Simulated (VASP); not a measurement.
Write the native input for VASP 6.6.1 that does the following.

```yaml
Task: single point
Functional: LDA
Potentials_or_basis: VASP PAW LDA potentials, release 64 (O, H, C)
Cutoff: 520 eV
k_mesh: 1 × 1 × 1
Occupations: fermi-dirac, width 0.02 eV
Spin: no spin polarisation
Dipole_correction: no
Further_INCAR_settings: LREAL = Auto; ALGO = Normal; EDIFF = 1e-06; NBANDS = 59
```

The structure of H16CO10 lies in POSCAR:

```
H16CO10
1.0
    6.7386640000      0.0000000000      0.0000000000
    0.0000000000      6.7386640000      0.0000000000
    0.0000000000      0.0000000000      6.7386640000
O H C
10 16 1
Direct
    0.3839336699      0.2979819145      0.5478979216
    0.7026763762      0.8834540496      0.8169126699
    0.1839236976      0.4433222965      0.8373915067
    0.7326081253      0.2890483930      0.6819007447
    1.0428476624      0.1258706474      0.4361992229
   -0.0097497071      0.8438467922      0.0939652133
    0.6970966352      0.7544225384      0.4195045190
    0.3932381849      0.7820986474      1.0457265713
    1.1163637184      0.5150130649      0.2730214773
    0.8368127570      0.3833697599      0.1211367713
    0.3558420482      0.3931936657      0.4384993821
    0.5253712012      0.3111744405      0.6096905856
    0.7008807681      0.8322569578      0.6582907235
    0.7032254465      1.0251586961      0.7916851174
    0.2521419676      0.3634696729      0.7363032197
    0.2431045679      0.5692523028      0.8710925489
    0.8105761023      0.3848834131      0.7686538459
    0.8409382038      0.2544866460      0.5924171319
    1.0387815745      0.0700583973      0.3106402100
    1.1855465712      0.1578057609      0.4645134406
   -0.1071874188      0.8576625871     -0.0308072936
    0.0940987709      0.7383807829      0.0700880768
    0.8081423855      0.8066287323      0.3433915091
    0.5952812011      0.7344185732      0.3063515261
    0.2749654828      0.8712409463      1.0345225701
    0.4837012203      0.8277308380      0.9354079681
    0.9705484648      0.4499704986      0.2037050668
```

The cell was built by a generator and needn't be a form met in nature.

The input as run:

INCAR

```
PREC = Accurate ; ENCUT = 520
EDIFF = 1E-6 ; ISMEAR = -1
SIGMA = 0.02 ; LREAL = Auto
LASPH = T ; NELM = 100
ALGO = Normal ; ISIF = 2
LWAVE = F ; LCHARG = F
GGA = CA ; NBANDS = 59
```

KPOINTS

```
regular mesh
0
Gamma
  1 1 1
```

Potentials or basis: VASP PAW LDA potentials, release 64 (O, H, C).

The run is started by

```sh
$ cat potpaw_LDA.64/O/POTCAR potpaw_LDA.64/H/POTCAR potpaw_LDA.64/C/POTCAR > POTCAR
$ mpirun -np 1 vasp_gam > vasp.out
```

Results of the run:

The pressure is -1.9 GPa and the largest force is 3.377 eV/Å. The band gap on the k mesh is 4.08 eV, direct.

Caveat: the standard files for N, O and F lose accuracy on very short bonds.

Run time: 13 s on 1 thread of Intel(R) Xeon(R) 6975P-C (Granite Rapids), with other jobs on the host, peak memory 0.25 GiB.
